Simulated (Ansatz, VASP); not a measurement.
# One calculation of MgS, two programs

The input POSCAR:

```
MgS
1.0
    0.0000000000      2.7730855970      2.7730855970
    2.7730855970      0.0000000000      2.7730855970
    2.7730855970      2.7730855970      0.0000000000
Mg S
1 1
Direct
    0.0000000000      0.0000000000      0.0000000000
    0.7500000000      0.7500000000      0.7500000000
```

The input INCAR.step1:

```
SYSTEM = MgS
ALGO = Normal ; EDIFF = 1E-4
ENCUT = 520 ; GGA = PE
ISMEAR = 0 ; LASPH = .TRUE.
LCHARG = .FALSE. ; LREAL = .FALSE.
LWAVE = .TRUE. ; NBANDS = 11
NELM = 60 ; PREC = Accurate
SIGMA = 0.01
```

INCAR.step2

```
SYSTEM = MgS
ALGO = Normal ; EDIFF = 1E-6
ENCUT = 520 ; ISIF = 2
ISMEAR = 0 ; ISTART = 1
LASPH = .TRUE. ; LCHARG = .FALSE.
LMIXTAU = .TRUE. ; LREAL = .FALSE.
LWAVE = .FALSE. ; METAGGA = R2SCAN
NBANDS = 11 ; NELM = 60
PREC = Accurate ; SIGMA = 0.01
```

KPOINTS

```
k-points
0
G
  6 6 6
  0 0 0
```

Input for Ansatz:

```yaml
crystal:
  lattice:
    - [0.0, 2.773085597, 2.773085597]
    - [2.773085597, 0.0, 2.773085597]
    - [2.773085597, 2.773085597, 0.0]
  atoms:
    - { symbol: Mg, position: [0.0, 0.0, 0.0] }
    - { symbol: S, position: [0.75, 0.75, 0.75] }
kpoints:
  mp_grid: { grid: [6, 6, 6] }
hamiltonian:
  xc: r2scan
scf:
  occupations: { method: fixed }
  n_extra_bands: 4
output:
  forces: true
  stress: true
  eigenvalues: true
```

Alike in both runs: task single point; functional r2SCAN; k mesh 6 × 6 × 6; no spin polarisation.

|  | VASP | Ansatz |
| --- | --- | --- |
| version | VASP 6.6.1 | Ansatz 0.2.0 |
| potentials or method | VASP PAW PBE potentials, release 64 (Mg, S) | plane waves, PAW |
| plane-wave cutoff (eV) | 520 | 500 |
| occupations | gaussian, width 0.01 eV | fixed |
| valence electrons in the cell | 8 | 16 |

```csv
,VASP,Ansatz,Ansatz less VASP
gap on the k mesh at the Fermi level (eV),4.27,4.27,-0.001
pressure (GPa),3.9,4.2,+0.28
```

The two sets of potentials don't hold the same shells in valence.

Caveats: the PAW data sets were made with another functional, which shifts forces and pressure a little (VASP). r2SCAN opens gaps a little over a GGA but as a rule still falls short of measured ones. A k mesh can miss the band edges.
